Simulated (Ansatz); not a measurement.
# ZnS (F-43m) in Ansatz: further runs

Runs on ZnS. Level: PBE0. Tasks: band structure, single point, equation of state.

All numbers are computed with Ansatz 0.2.0; they aren't measurements. Logs are shortened: lines on timing, memory, paths and dates and some standing lists are left out, and cuts for length are marked.

**Experimental background.**

“Electronic, vibrational, and thermodynamic properties of ZnS (zincblende and rocksalt structure)”, 2009, arxiv:0911.5022 quotes, for a bulk crystal of ZnS at 19 K: band gap 3.85 eV (direct).

The runs below are set against these values where they give the same quantity.

### 1 The structure

The structure is cubic, space group F-43m (No. 216). The conventional cell has a = 5.404 Å, b = 5.404 Å, c = 5.404 Å, α = 90.00°, β = 90.00°, γ = 90.00°. Zn (site symmetry -43m) has 4 S at 2.34 Å as nearest neighbours. S (site symmetry -43m) is surrounded by 4 Zn at 2.34 Å.

### 2 Band structure, PBE0

File input.yaml:

```yaml
crystal:
  lattice:
    - [0.0, 2.702, 2.702]
    - [2.702, 0.0, 2.702]
    - [2.702, 2.702, 0.0]
  atoms:
    - { symbol: Zn, position: [0.75, 0.75, 0.75] }
    - { symbol: S, position: [0.0, 0.0, 0.0] }
hamiltonian:
  xc: pbe0
  pseudopotentials: { kind: paw }
kpoints:
  mp_grid: { grid: [5, 5, 5] }
  band_path:
    path:
      - [[0.0, 0.0, 0.0], [0.5, 0.0, 0.5], [0.5, 0.25, 0.75], [0.375, 0.375, 0.75], [0.0, 0.0, 0.0], [0.5, 0.5, 0.5], [0.625, 0.25, 0.625], [0.5, 0.25, 0.75], [0.5, 0.5, 0.5], [0.375, 0.375, 0.75]]
      - [[0.625, 0.25, 0.625], [0.5, 0.0, 0.5]]
    npoints: 4
scf:
  occupations: { method: fermi_dirac, width: 0.05 }
  n_extra_bands: 6
output:
  forces: true
  stress: true
  eigenvalues: true
  fatbands: false
```

Potentials or basis: Ansatz PAW.

Started as:

```sh
ansatz run input.yaml --threads 2 --pin off --max-ram 5632MiB --backend cpu --events-out ev --progress --plain --runs-dir out
```

Log:

```text
Warning: output.stress: scf.convergence.dr2_threshold = 1e-7 eV (the SCF's general default) is looser than the 2e-10 eV advised for a printed stress (1e-10 eV for each atom of the cell: 2). What an SCF threshold leaves in a stress goes as its square root, and in the free energy as the threshold itself, and one threshold admits the most on a small cell: of the crystals measured, under no hybrid functional and no lock of the moments, on runs that ended without the residual-converged pass, on stresses that held no estimate of that error, the worst erred by over 100 MPa in a component at 1e-7 eV an atom and by under 5 at 1e-10. Set scf.convergence.dr2_threshold to 2e-10 eV or tighter. The threshold is an SCF's pass mark: one that does not reach it within its budget of iterations ends unconverged, or closes short of it on a stop that the run arms, and scf.convergence.dr2_threshold's page says what that costs each kind of run
Warning: output.stress: scf.exx.energy_threshold = 1e-6 eV is looser than the 2e-8 eV advised for a stress under a hybrid functional (1e-8 eV for each atom of the cell: 2). Every SCF of the exchange loop can meet its threshold on dr2 while the loop round them stops early: no threshold on dr2 bounds what that leaves in the stress. Set scf.exx.energy_threshold to 2e-8 eV or tighter. The threshold is the loop's pass mark: a loop that does not reach it within its budget of cycles ends unconverged, and scf.exx.energy_threshold's page has the law
Warning: RAYON_NUM_THREADS=2 ignored (pool sized by the plan → 2); use --threads N
scf.n_extra_bands = 6 over 9 filled bands (N_el = 18.0): the run solves 15 bands
Engine: ansatz 0.2.0, x86_64-unknown-linux-gnu
Pseudopotentials: kind: paw
Pseudopotential: Zn, paw, valence charge 12, recommended cutoff 420 eV (normal), Zn.paw.azcp
Pseudopotential: S, paw, valence charge 6, recommended cutoff 420 eV (normal), S.paw.azcp
Functional definition: PBE0
  parameter a = 0.25
  parameter kappa = 0.804
  parameter beta = 0.06672455060314922
  exchange = (1 - a)*pbe_x(kappa = kappa, mu = beta*pi^2/3) + a*exact_x
  correlation = pbe_c(beta = beta)
Crystal: 2 atoms, lattice volume = 39.454 Å³
Basis set: ecut = 420 eV, 749 PW (Γ), exchange–correlation on 54×54×54 points (8 copies of the dense FFT grid, shifted against one another)
Bands: 15, of which v1, the nominal top of the filled ones, is band 9 counted from 1 (8 counted from 0)
Symmetry: 24 space group operations
Space group: F-43m (ITA 216), of the structure as read, at distance tolerance 3.4e-5 Å
k-points: 10 of 125 (time reversal used)
Non-local potential: Zn, projectors of the file, l = 0: 2, l = 1: 2, l = 2: 3, l = 3: 1
Non-local potential: S, projectors of the file, l = 0: 2, l = 1: 2, l = 2: 2
PAW form: soft (Blöchl's): semilocal exchange-correlation on the pseudo side does not see the compensation charge
PAW frozen core: Zn, regenerated for the run's functional, and the local potential with it (the file was generated under x = pbe(κ = 0.804, μ = 0.2195149727645171), c = pbe(β = 0.06672455060314922))
PAW frozen core: S, regenerated for the run's functional, and the local potential with it (the file was generated under x = pbe(κ = 0.804, μ = 0.2195149727645171), c = pbe(β = 0.06672455060314922))
PAW one-centre angular grid: Zn, 590 points (default); XC on 64 Gauss nodes
PAW one-centre angular grid: S, 110 points (default); XC on 64 Gauss nodes
Initial density: superposition of atomic densities (neutral atoms: chi_scale 0, normalization atom), corrected by the library's trained network
Initial wavefunctions: pseudopotential atomic-orbital guess
Functional: x = pbe(κ = 0.804, μ = 0.2195149727645171), c = pbe(β = 0.06672455060314922), warm-up for x = 0.75 pbe(κ = 0.804, μ = 0.2195149727645171) + 0.25 exact, c = pbe(β = 0.06672455060314922)
SCF iter   1: F=—  HF=-4222.719325 eV  |F-HF|=—  |Δ(HF+E_count)|=         —  Δρ=1.55e-3  dr2=8.75e-4  ethr=1.77e-3  ⟨swp⟩=10.3  Hψ=798  notcnv=0
preconditioner: auto → none  [insulator: Δε(μ)=2.108 eV  Ē_g=13.927 eV  σ=0.050 eV  W_gap=1.00  n_scr=14 (ndim 8)  ℏωp=25.1 eV  f_vac=0.026  D(μ)=0.00/eV (n_scr^D=0)]
[... 20 lines left out ...]
preconditioner: auto → none  [insulator: Δε(μ)=4.015 eV  Ē_g=17.125 eV  σ=0.050 eV  W_gap=1.00  n_scr=14 (ndim 8)  ℏωp=25.1 eV  f_vac=0.027  D(μ)=0.00/eV (n_scr^D=0)]
SCF iter   2: F=—  HF=-4223.661901 eV  |F-HF|=—  |Δ(HF+E_count)|=   6.00e-7  Δρ=2.07e-5  dr2=1.91e-7  ethr=1.79e-8  ⟨swp⟩=4.0  Hψ=353  notcnv=0
SCF iter   3: F=—  HF=-4223.661902 eV  |F-HF|=—  |Δ(HF+E_count)|=   8.20e-7  Δρ=2.08e-5  dr2=9.86e-8  ethr=2.92e-10  ⟨swp⟩=4.0  Hψ=463  notcnv=0
SCF iter   4: F=-4223.661902 eV  HF=-4223.661902 eV  |F-HF|=5.54e-9  |Δ(HF+E_count)|=   5.24e-8  Δρ=2.99e-6  dr2=7.17e-9  ethr=2.92e-10  ⟨swp⟩=3.9  Hψ=315  notcnv=0
SCF 3 converged in 4 iterations: F = -4223.661902 eV  dr2 = 7.17e-9
  Residual-converged pass: ⟨swp⟩=3.0  Hψ=302  notcnv=0  max |occ|·‖R‖ = 2.2e-6 eV (tolerance 2.4e-6 eV)  dr2=7.09e-9  dr2_onsite=4.57e-9  max |Δocc| = 1.5e-25
hybrid outer 2: dexx = +8.849e-7 eV, tail = 4.02e-8 eV, Δε = 4.28e-3 eV (about 1.74e-4 eV left of the loop's levels)
NSCF: frozen V_eff on 42 k-points
hybrid SCF converged: 2 outer / 10 inner (+2 warm-up), last move |dexx| = 8.85e-7 eV, tail = 4.02e-8 eV
Stability not checked: this state was not tested for a lower state beside it, because the functional holds exact exchange (a hybrid, or Hartree-Fock), whose exchange loop this test does not read (fock_operator; see scf.lower_state_search)
Free energy (F): -4223.661902 eV
Frozen-core exchange: fock
Harris-Foulkes:  -4223.661902 eV  (|F-HF|=5.54e-9)
Internal energy: -4223.661902 eV  (E = F + TS)
E sigma→0 (E₀):  -4223.661902 eV
Fermi energy:    6.718595 eV
--- Per-component energies (eV) ---
  E_band       = -34.611801
  E_kinetic    = 237.923736
  E_local      = -2050.825500  (includes V_loc(G=0)·N_el)
  E_nonlocal   = 647.340693
  E_hartree    = 862.315505
  E_xc         = -179.801607
  E_vxc        = -107.602096  (∫ρ·V_xc dr)
  E_exx        = -60.666556  (= α·E_x^exact, valence–valence)
  E_paw        = -2427.061341  (= ΣΔE_a)
  E_vpaw       = -364.747539  (= ΣTr[D̂ρ^β])
  E_aug_tail   = -0.000365  (compensation charges beyond the density's cutoff)
  E_ewald      = -1253.379294
  E_core_change = 0.492827  (= ΣΔE_core)
  E_smearing   = -0.000000  (= −TS)
  E_closure    = 0.000001  (closes the sum)
  Σ components = -4223.661902   (vs F -4223.661902, Δ=0.00e0)
--- Forces (eV/Å), atoms counted from 1 ---
  atom   1  Zn     0.00000000    -0.00000000    -0.00000000
  atom   2  S     -0.00000000     0.00000000     0.00000000
  max |Σ_I F_I| component: 1.30e-16 eV/Å
--- Stress (GPa, compression-positive) ---
        0.738845       0.000000      -0.000000
        0.000000       0.738845       0.000000
       -0.000000       0.000000       0.738845
  P = ⅓ Tr σ = 0.7388 GPa (7.388 kbar)
--- Band table (eV; the first three rows and the last of 10) ---
  k-point 0: bands = ["-9.6930", "-3.2732", "-3.2732", "-3.2732", "-2.8324", "-2.8324", "4.6833", "4.6833", "4.6833", "8.6987", "13.1005", "13.1005", "13.1005", "18.5484", "18.5484"]
  k-point 1: bands = ["-9.3863", "-3.2291", "-3.2291", "-3.2098", "-2.8341", "-2.8341", "2.3710", "4.3294", "4.3294", "10.0165", "13.2258", "13.6439", "13.6439", "17.6193", "17.6193"]
  k-point 2: bands = ["-8.8119", "-3.1735", "-3.1735", "-2.8154", "-2.8154", "-2.8098", "-0.4040", "3.8367", "3.8367", "10.0047", "13.6669", "13.6669", "15.2423", "18.6678", "19.2538"]
  k-point 9: bands = ["-8.4605", "-3.1126", "-3.0685", "-2.9120", "-2.8175", "-2.5153", "-0.0938", "1.6378", "2.4993", "11.9948", "12.5394", "13.8560", "16.6896", "18.0384", "20.2531"]
```

bands.tsv:

```text
# k_distance	band_0	band_1	band_2	band_3	band_4	band_5	band_6	band_7	band_8	band_9	band_10	band_11	band_12	band_13	band_14
# fermi_ev = 6.718607
# lock_threshold_ev = 1e-6
[... 56 lines left out ...]
7.155242	-15.098732	-9.855246	-9.717331	-9.670977	-9.507977	-9.183983	-7.007643	-5.162725	-4.149765	3.648628	5.202287	9.958569	10.639023	11.454476	13.183147
7.258010	-15.093034	-9.863730	-9.701595	-9.685522	-9.496370	-9.226764	-7.043076	-4.816375	-4.287057	3.402947	4.500859	10.514136	11.354989	12.017556	13.664659
7.360778	-15.092569	-9.873836	-9.691890	-9.688909	-9.488469	-9.262432	-7.070731	-4.519417	-4.372464	3.161726	4.077647	11.014534	12.042795	12.354735	13.901522
7.463547	-15.092926	-9.878308	-9.688616	-9.688616	-9.485631	-9.276200	-7.080873	-4.401447	-4.401447	3.046413	3.951912	11.247457	12.411683	12.411683	13.836165
```

Run time: 89 s. Hardware: 2 threads of AMD EPYC 7B13 (Zen 3), shared host; peak memory 0.79 GiB.

Results:

| Quantity | Value |
| --- | --- |
| Free energy | -4223.6619 eV |
| Pressure | 0.7 GPa |
| Band gap on the k mesh | 4.02 eV, direct |
| Band gap along the path | 4.02 eV, direct |

Levels at the corners of the path, in eV from the valence-band top:
| point | band 7 | band 8 | band 9 | band 10 | band 11 | band 12 |
| --- | --- | --- | --- | --- | --- | --- |
| Γ | 0.00 | 0.00 | 0.00 | 4.02 | 8.42 | 8.42 |
| X | -5.05 | -2.37 | -2.37 | 5.08 | 5.99 | 13.28 |
| W | -4.87 | -3.01 | -2.90 | 7.50 | 8.29 | 9.97 |
| K | -4.94 | -3.39 | -1.93 | 5.94 | 8.02 | 11.47 |
| Γ | 0.00 | 0.00 | 0.00 | 4.02 | 8.42 | 8.42 |
| L | -5.66 | -0.92 | -0.92 | 5.26 | 8.91 | 8.91 |
| U | -4.94 | -3.39 | -1.93 | 5.94 | 8.02 | 11.47 |
| W | -4.87 | -3.01 | -2.90 | 7.50 | 8.29 | 9.97 |
| L | -5.66 | -0.92 | -0.92 | 5.26 | 8.91 | 8.91 |
| K | -4.94 | -3.39 | -1.93 | 5.94 | 8.02 | 11.47 |
| U | -4.94 | -3.39 | -1.93 | 5.94 | 8.02 | 11.47 |
| X | -5.05 | -2.37 | -2.37 | 5.08 | 5.99 | 13.28 |

Caveat: the PAW data sets come from PBE, with cores solved anew for the run's functional, which leaves a small shift of forces and pressure; the thresholds are loose for stress.

(Part 1 of 2 ends here.)
